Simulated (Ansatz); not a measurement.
Space group I4_1md (No. 109). a = 3.320 Å, b = 3.320 Å, c = 11.290 Å, α = 90.00°, β = 90.00°, γ = 90.00°
| atom | site | symmetry | x | y | z |
| --- | --- | --- | --- | --- | --- |
| Nb | 4a | 2mm. | 0.5000 | 0.5000 | 0.0002 |
| P | 4a | 2mm. | 0.0000 | 0.0000 | 0.0824 |

Equation of state of this NbP structure (not necessarily the ground state), with shape and atoms relaxed at each volume where symmetry leaves them free. It has no gap at any of these volumes. Level of theory: DFT PBEsol, scalar-relativistic, plane waves, PAW in Ansatz.

Plane waves to 420 eV, a k mesh through Γ of 18×18×18 on the computed 4-atom cell and Gaussian smearing (0.10 eV); no spin polarisation.

| V (Å³/atom) | E − E(largest V) (meV/atom) | P (GPa) |
| --- | --- | --- |
| 13.691 | 91.10 | 33.25 |
| 14.158 | 9.68 | 22.93 |
| 14.625 | -43.88 | 14.08 |
| 15.091 | -73.54 | 6.49 |
| 15.558 | -82.73 | -0.01 |
| 16.025 | -74.36 | -5.60 |
| 16.492 | -50.93 | -10.37 |
| 17.114 | 0.00 | -15.67 |

Question: Fit a third-order Birch–Murnaghan equation to E(V).

Answer: V0 = 15.56 Å³/atom, B0 = 200 GPa, B0' = 4.1.